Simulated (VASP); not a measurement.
The system is Ir.

```
CELL_PARAMETERS angstrom
-1.52549 1.52549 1.52549
1.52549 -1.52549 1.52549
1.52549 1.52549 -1.52549
ATOMIC_POSITIONS crystal
Ir 0.00000 0.00000 0.00000
```

This isn't the form of Ir at room conditions, which is fcc.

| Property | Result |
| --- | --- |
| Program | VASP 6.6.1 |
| Task | relaxation of cell and atoms |
| Functional | PBEsol |
| Potentials or basis | VASP PAW PBE potentials, release 64 (Ir) |
| Cutoff | 600 eV |
| k mesh | 20 × 20 × 20 |
| Occupations | gaussian, width 0.1 eV |
| Spin | no spin polarisation |

At the start: pressure 10.2 GPa; volume 14.20 Å³/atom.

**Question.** How do energy, volume and symmetry change on relaxing?

**Answer.** Over 4 steps the energy falls by 12.2 meV/atom and the volume is 14.60 Å³/atom (+2.8 %); space group Im-3m (No. 229, to 0.05 Å).

The path:
```
step  energy change (eV)  largest force (eV/Å)  pressure (GPa)  volume (Å³)
   1              0.0000                0.0000           10.18        14.20
   2              0.1310                0.0000          -26.87        16.14
   3             -0.0122                0.0000           -0.43        14.61
   4             -0.0122                0.0000           -0.02        14.60
```

Final structure:
```cif
data_structure
_symmetry_space_group_name_H-M 'P 1'
_symmetry_Int_Tables_number 1
_cell_length_a 2.6666
_cell_length_b 2.6666
_cell_length_c 2.6666
_cell_angle_alpha 109.471
_cell_angle_beta 109.471
_cell_angle_gamma 109.471
_cell_volume 14.60
loop_
_atom_site_label
_atom_site_type_symbol
_atom_site_fract_x
_atom_site_fract_y
_atom_site_fract_z
_atom_site_occupancy
Ir1 Ir 0.00000 0.00000 0.00000 1
```

Caveat: the PAW data sets were made with another functional, which shifts forces and pressure a little.
